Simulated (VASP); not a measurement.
**AlN: relaxation of cell and atoms with PBEsol**

The system is AlN.

```
CELL_PARAMETERS angstrom
3.11270 0.00000 0.00000
-1.55635 2.69568 0.00000
0.00000 0.00000 4.98090
ATOMIC_POSITIONS crystal
Al 0.33333 0.66667 0.99899
Al 0.66667 0.33333 0.49899
N 0.33333 0.66667 0.38101
N 0.66667 0.33333 0.88101
```

- Program: VASP 6.6.1
- Task: relaxation of cell and atoms
- Functional: PBEsol
- Potentials or basis: VASP PAW PBE potentials, release 64 (Al, N)
- Cutoff: 600 eV
- k mesh: 12 × 12 × 6
- Occupations: gaussian, width 0.03 eV
- Spin: no spin polarisation
- Further INCAR settings: ALGO = Normal; EDIFF = 1e-07; IBRION = 2; EDIFFG = -0.005; NSW = 90; ISIF = 3

```json
{
  "Relaxed volume": "10.45 Å³/atom",
  "Relaxed cell": "a = 3.113 Å, b = 3.113 Å, c = 4.982 Å, α = 90.00°, β = 90.00°, γ = 120.00°",
  "Space group after relaxing (to 0.05 Å)": "P6_3mc (No. 186)",
  "Energy gained by relaxing": "0.0 meV/atom",
  "Ionic steps": "3",
  "Pressure after relaxing": "0.0 GPa",
  "Band gap on the k mesh": "4.12 eV, direct"
}
```

Final structure:
```xyz
4
Lattice="3.1131 0.0000 0.0000 -1.5566 2.6960 0.0000 0.0000 0.0000 4.9818" Properties=species:S:1:pos:R:3 pbc="T T T"
Al    0.0000    1.7974    4.9768
Al    1.5566    0.8987    2.4859
N     0.0000    1.7974    1.8981
N     1.5566    0.8987    4.3890
```

Levels at points of the mesh, in eV from the valence-band top:
| k point | band 5 | band 6 | band 7 | band 8 | band 9 | band 10 | band 11 | band 12 |
| --- | --- | --- | --- | --- | --- | --- | --- | --- |
| (0.00, 0.00, 0.00) | -0.88 | -0.23 | -0.23 | 0.00 | 4.12 | 6.55 | 10.50 | 11.02 |
| (0.50, 0.00, 0.00) | -3.38 | -2.12 | -1.81 | -0.70 | 5.67 | 5.67 | 8.07 | 10.16 |
| (0.00, 0.00, 0.50) | -0.56 | -0.56 | -0.56 | -0.56 | 6.37 | 6.37 | 10.20 | 10.20 |
| (0.50, 0.00, 0.50) | -1.49 | -1.49 | -1.38 | -1.38 | 5.17 | 5.17 | 9.12 | 9.12 |

Run time: 34 s on 1 thread of Intel(R) Xeon(R) Platinum 8559C (Emerald Rapids) (shared host), peak memory 0.19 GiB.

Caveat: the PAW data sets were made with another functional, which shifts forces and pressure a little. Expect the measured gap to be larger: semilocal functionals such as PBEsol lack the derivative discontinuity.
